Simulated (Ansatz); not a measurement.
**I: one input, then a changed one**

The structure comes from a relaxation in the same program, started in the bcc type. Whether it is a known phase or the ground state wasn't checked. The listed cell was then made from it by scaling, straining or moving an atom.

First run: DFT, PBE, PAW with Ansatz's default frozen-core files, scalar-relativistic (Ansatz 0.2.0).

Command: `ansatz run input.yaml --threads 1 --pin off --max-ram 2048MiB --backend cpu --events-out ev --progress --plain --runs-dir out` The run took 3.7 s on 1 thread of Arm Neoverse V2 (shared host), peak memory 0.36 GiB.

```yaml
crystal:
  lattice:
    - [-2.0979798823, 2.0979798823, 2.0979798823]
    - [2.0979798823, -2.0979798823, 2.0979798823]
    - [2.0979798823, 2.0979798823, -2.0979798823]
  atoms:
    - { symbol: I, position: [0.0, 0.0, 0.0] }
kpoints:
  mp_grid: { grid: [14, 14, 14] }
scf:
  occupations: { method: fermi_dirac, width: 0.03 }
hamiltonian:
  xc: pbe
  pseudopotentials: { kind: paw }
output:
  forces: true
  stress: true
  eigenvalues: true
  efg: { contact_densities: true }
  write_density: true
  write_potential: true
  elf: true
  volumetric_format: npy
```

Result: converged; pressure -0.63 GPa; 7 SCF iterations.

Spin–orbit coupling is left out, though it moves levels of the heavy atoms by tenths of an eV or more.

A second input differs as follows:

```diff
@@ -10,7 +10,9 @@
 scf:
   occupations: { method: fermi_dirac, width: 0.03 }
+  max_iter: 80
 hamiltonian:
   xc: pbe
   pseudopotentials: { kind: paw }
+  hubbard: { sites: [{ species: I, l: p, u_eff: -5.0 }] }
 output:
   forces: true
@@ -18,7 +20,3 @@
   eigenvalues: true
   efg: { contact_densities: true }
-  write_density: true
-  write_potential: true
-  elf: true
-  volumetric_format: npy
```

Problem. What is wrong with it, and what does the program do?

Solution. The fault is an enormous or negative U. The run converged; pressure -1.35 GPa; 6 SCF iterations. Such numbers aren't properties of the crystal. The log ends:
```
--- Band table (eV; the first three rows and the last of 104) ---
  k-point 0: bands = ["-38.2086", "-38.2086", "-38.2086", "-38.2076", "-38.2076", "-6.6094", "9.0072", "9.0072", "9.0072", "13.3911", "16.5396", "16.5396", "16.5396"]
  k-point 1: bands = ["-38.2087", "-38.2085", "-38.2083", "-38.2077", "-38.2076", "-6.5434", "8.6190", "8.9059", "8.9934", "13.7217", "16.2436", "16.3663", "16.7959"]
  k-point 2: bands = ["-38.2088", "-38.2082", "-38.2077", "-38.2077", "-38.2073", "-6.3632", "7.7062", "8.6432", "8.9539", "14.2140", "15.6566", "16.0796", "17.5214"]
  k-point 103: bands = ["-38.2106", "-38.2106", "-38.2024", "-38.2024", "-38.2024", "-4.4237", "5.7729", "5.7729", "5.7729", "11.2793", "11.2793", "22.4113", "22.4113"]
Occupation matrices written to <dir>
```
